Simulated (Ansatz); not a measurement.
BeTe (F-43m) under several functionals

Plane-wave DFT in Ansatz with scalar-relativistic PAW potentials. The same structure was relaxed (cell and atoms, symmetry kept) in separate runs at each level. No spin polarisation.

```csv
level,cutoff (eV),k mesh,V (Å³/atom),a (Å),gap (eV),B0 (GPa)
LDA,420,8×8×8,21.423,5.555,1.79,–
PBEsol,420,8×8×8,22.019,5.606,1.84,–
PBE,420,8×8×8,22.710,5.664,2.03,56
```

Problem. Where does PBE+D3(BJ) (420 eV, k mesh 8×8×8) fall?

Solution. V (Å³/atom) 21.732, a (Å) 5.581, gap (eV) 1.92. Its volume is between those of LDA and PBEsol. The usual order of volumes, LDA < PBEsol < PBE, holds here (21.423, 22.019, 22.710 Å³/atom). As a rule LDA overbinds; PBEsol, built on the gradient expansion of slowly varying densities, lies between LDA and PBE; PBE's stronger gradient term for exchange weakens bonds. Adding D3 to PBE changes the volume by -4.3 %; the term is attractive, so it pulls cells in. Each gap belongs to its own cell, so it mixes the functional's effect with that of the volume; gaps are the least found on the k mesh or on a band path.

Spin-orbit coupling is left out, which matters for the bands of heavy elements.